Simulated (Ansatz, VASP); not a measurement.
# Fitting the PBEsol energy curve of RuAl

```
Ru Al
1.0
     2.99160    0.00000    0.00000
     0.00000    2.99160    0.00000
     0.00000    0.00000    2.99160
Ru Al
1 1
Direct
  0.50000 0.50000 0.50000
  0.00000 0.00000 0.00000
```

The cell was scaled at fixed shape and fractions and run with Ansatz, Ansatz PAW, cutoff 420 eV; PBEsol, k mesh 9 × 9 × 9 on the cell of 2 atoms, fermi-dirac occupations of 0.05 eV, no spin polarisation, no spin-orbit coupling. The potentials were made for PBE. Energies are those that the program minimises, any entropy of the smearing included. For a metal such a mesh isn't converged to the digits shown.

| V (Å³/atom) | energy over the lowest row (meV/atom) |
| --- | --- |
| 12.5837 | 19.86 |
| 12.8514 | 5.66 |
| 13.1192 | 0.00 |
| 13.3869 | 2.00 |
| 13.6547 | 10.87 |
| 13.9224 | ? |
| 14.1901 | 46.41 |

Fit the third-order Birch-Murnaghan form, give V0, B0 and B′, and predict the energy left open.

With y = (V0/V)^(2/3), E = E0 + (9 V0 B0/16) [(y - 1)³ B′ + (y - 1)² (6 - 4y)]. Least squares through the rows shown give V0 = 13.1790 Å³/atom, E0 = -0.19 meV, B0 = 219.9 GPa (1 eV/Å³ = 160.218 GPa) and B′ = 4.40, with a largest miss of 0.01 meV. At V = 13.9224 the form with these constants gives 25.88 meV; the run gave 25.88 meV an atom. Other set-ups at this level, from all their volumes (Å³/atom, GPa): Ansatz, all-electron LAPW, scalar-relativistic: V0 13.175, B0 219.5; VASP, PBE PAW files Al, Ru_pv, 520 eV (made for PBE): V0 13.188, B0 220.4.

The fitted curve places equilibrium at 13.1790 Å³/atom, slightly below the volume of the listed cell, with a bulk modulus of 219.9 GPa. Such stiffness is typical of a transition-metal aluminide in which Ru d states hybridise with Al s and p states: filling mainly bonding states strengthens cohesion and makes volume changes costly. The well is steeper on the compressed side, as the positive B′ requires, because Pauli repulsion and kinetic energy rise quickly as the atoms are pushed together, while bonding weakens more gradually on expansion.

The recovered energy of 25.88 meV an atom lies between fitted volumes, so it confirms a smooth interpolation rather than the form's reach under strong compression or expansion. The all-electron volume of 13.175 Å³/atom and modulus of 219.5 GPa are close to the PAW values, which suggests that the frozen core and the potentials' origin matter little for these two properties. Uniform scaling leaves resistance to shear and stability against competing phases untested.
